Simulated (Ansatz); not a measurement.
A series in volume scale on C

Results calculated with Ansatz 0.2.0, not measured. Free energy against uniform scaling of the volume at fixed shape and fractions; periodic cell, basis, potentials, k mesh and filling as listed.

The cell before it is scaled or strained (space group R-3m, No. 166):
```
C
1.0
      1.2332     0.7120     8.2826
     -1.2332     0.7120     8.2826
      0.0000    -1.4240     8.2826
C
4
Direct
  0.91283 0.91283 0.91283
  0.24615 0.24615 0.24615
  0.75385 0.75385 0.75385
  0.08717 0.08717 0.08717
```

Settings of every row: functional PBEsol; dispersion none; potentials PAW; wave cutoff 500 eV; density cutoff 2000 eV; k mesh 11x11x11; k shift 0x0x0; occupations fermi dirac; smearing width 0.1 eV; spin none; SCF threshold exponent -10.

Limits: a layered crystal: even scaling strains the bonds within the layers, so this curve is stiffer than the crystal under pressure; the cell comes from a prototype or a list of computed structures and needn't be the stable phase.

| row | volume scale | V (Å³/atom) | energy above lowest point (meV/atom) |
| --- | --- | --- | --- |
| 1 | 0.92 | 10.036 | 43.3 |
| 2 | 0.9467 | 10.327 | 15.7 |
| 3 | 0.9733 | 10.617 | 1.8 |
| 4 | 1 | 10.909 | 0 |
| 5 | 1.0267 | 11.2 | ? |
| 6 | 1.0533 | 11.49 | 27.2 |
| 7 | 1.08 | 11.781 | 53.9 |

Question: what energy above lowest point should row 5 give?

Worked fit of energy above lowest point. Take u = (V_r/V)^(2/3) − 1 with V_r = 10.763 Å³ an atom, which is twice the finite (Eulerian) strain; such expansions in the strain, on which the Birch-Murnaghan equation of state is built, carry the rest volume and the bulk modulus. The shown rows have u = 0.04773, 0.02795, 0.00915, -0.00894, -0.04264, -0.05847. Least squares give energy above lowest point = −0.53 + 97.2 × u + 17374 × u² − 3574 × u³ meV/atom; a parabola predicts inner rows, each left out in turn, worse (root mean square 0.16 against 0.022 meV/atom). All shown rows lie on it to the printed digit. Its lowest point lies at u = -0.0028, or V = 10.81 Å³ an atom, and the curvature there gives the bulk modulus at fixed shape and fractions, B = (4/9)(1 + u)² E″(u)/V = 228 GPa. Letting shape and atoms relax would as a rule lower it, by much in layered, chain or molecular crystals. The withheld row has u = -0.02618, so the fit gives −0.53 + 97.2 × (-0.02618) + 17374 × (-0.02618)² − 3574 × (-0.02618)³ = 8.9 meV/atom.

The calculation gave 8.9 meV/atom. The fit meets it to the printed digit.
